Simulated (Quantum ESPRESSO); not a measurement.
Runs of Quantum ESPRESSO 7.5 on HgTe (Coloradoite). Symmetry: F-43m, No. 216, cubic system. Conventional cell: a = 6.429 Å, b = 6.429 Å, c = 6.429 Å, α = 90.00°, β = 90.00°, γ = 90.00°. Hg (site symmetry -43m) is surrounded by 4 Te at 2.78 Å. Around Te (site symmetry -43m) lie 4 Hg at 2.78 Å. 

| task | level | potentials or basis | cutoff (eV) | form of the LDA correlation | gap on the mesh (eV) | pressure (GPa) | V0 of scaled cells (Å³/atom) | B0 (GPa) |
| --- | --- | --- | --- | --- | --- | --- | --- | --- |
| equation of state | PBE+rVV10 | PseudoDojo 0.4.1 SR PBE standard | 1088 | - | - | - | (b) | 41 |
| band structure | RPBE | PseudoDojo 0.4.1 SR PBE standard | 1088 | - | none | 6.3 | - | - |
| equation of state | PBE+D2 | PseudoDojo 0.4.1 SR PBE standard | 1088 | - | - | - | 33.94 | (a) |
| band structure | LDA | JTH 2.0 LDA | 490 | PW92 | none | 0.4 | - | - |

Alike in all rows: no spin polarisation; cell as given; k mesh 7 × 7 × 7; smearing fermi-dirac 0.05 eV.

Task: Estimate the missing entries.

Result: (a) 40; (b) 34.98.

Caveats: spin-orbit coupling is left out, which moves the levels of the heavy elements (some runs); rVV10's parameter b was fitted to another functional (some runs); the potentials were made for another functional, which shifts forces and pressure (some runs); the cutoff is low for these files, which shifts pressure and relaxed volume (some runs); some levels on the path didn't converge (some runs).

A k mesh can miss the band edges, and the runs leave out spin-orbit coupling on Hg, Te.

A gap of «none» marks a metal or a gap under the smearing width.

The runs don't all hold the same shells in valence.
